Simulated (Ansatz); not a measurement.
# HfS2: the cost of one run

Computed with Ansatz 0.2.0 (DFT PBEsol, scalar-relativistic, plane waves, PAW, unless a step's input says otherwise).

3 further runs of the same task are left out: 2 that didn't finish, 1 set aside as unsound or not needed.

### Step 1. Starting point

Symmetry: P-3m1, No. 164, trigonal system. The conventional cell has a = 3.592 Å, b = 3.592 Å, c = 5.946 Å, α = 90.00°, β = 90.00°, γ = 120.00°. Hf (site symmetry -3m) has 6 S at 2.53 Å as nearest neighbours. S (site symmetry 3m) is surrounded by 3 Hf at 2.53 Å.

As a file:

```
CELL_PARAMETERS angstrom
3.59226 0.00000 0.00000
-1.79613 3.11099 0.00000
0.00000 0.00000 5.94632
ATOMIC_POSITIONS crystal
Hf 0.00000 0.00000 0.00000
S 0.66667 0.33333 0.75620
S 0.33333 0.66667 0.24380
```

It goes back to an entry of the Materials Project.

This cell was relaxed beforehand with the same method: volume 22.15 Å³/atom, gap on the mesh 0.93 eV.

The bulk reference comes from a run made before at the same settings: -5790.8582 eV/atom.

### Step 2. Cutting the (001) slab

Planes are indexed in the bulk's conventional cell (P-3m1 (No. 164)), a = 3.592 Å, b = 3.592 Å, c = 5.946 Å, α = 90.00°, β = 90.00°, γ = 120.00°.

The slab is a (001) slab, 8.8 Å thick as cut, with 15 Å of vacuum; its outer planes are S (top) and S (bottom).

The slab as cut. Its planes from the bottom up:

| plane | atoms per cell | height over the lowest (Å) |
| --- | --- | --- |
| 1 | S | 0.00 |
| 2 | Hf | 1.45 |
| 3 | S | 2.90 |
| 4 | S | 5.95 |
| 5 | Hf | 7.40 |
| 6 | S | 8.85 |

### Step 3. The slab as cut, atoms at the bulk's places

A dipole layer in the vacuum cancels the field that periodic copies would set up if the slab's two faces differ.

Contents of input.yaml:

```yaml
crystal:
  lattice:
    - [3.5922573106, 0.0, 0.0]
    - [-1.7961286553, 3.1109860879, 0.0]
    - [0.0, 0.0, 23.8457290872]
  atoms:
    - { symbol: S, position: [0.6666666667, 0.3333333333, 0.3145217314] }
    - { symbol: Hf, position: [0.0, 0.0, 0.3753167852] }
    - { symbol: S, position: [0.3333333333, 0.6666666667, 0.436111839] }
    - { symbol: S, position: [0.6666666667, 0.3333333333, 0.563888161] }
    - { symbol: Hf, position: [0.0, 0.0, 0.6246832148] }
    - { symbol: S, position: [0.3333333333, 0.6666666667, 0.6854782686] }
basis:
  ecutwfc: 420
kpoints:
  mp_grid: { grid: [9, 9, 1] }
hamiltonian:
  xc: pbesol
scf:
  occupations: { method: gaussian, width: 0.05 }
output:
  forces: true
  stress: true
  eigenvalues: true
  write_density: true
  write_potential: true
  elf: true
  volumetric_format: npy
efield:
  axis: 3
  dipole_correction: true
  ramp_width: 0.04
```

Run with:

```sh
> ansatz run input.yaml --threads 1 --pin off --max-ram 2560MiB --backend cpu --events-out ev --progress --plain --runs-dir out
```

Q: Estimate wall time and peak memory on 1 thread of Arm Neoverse V2, shared host.

About 15 s, with a peak of 0.45 GiB.
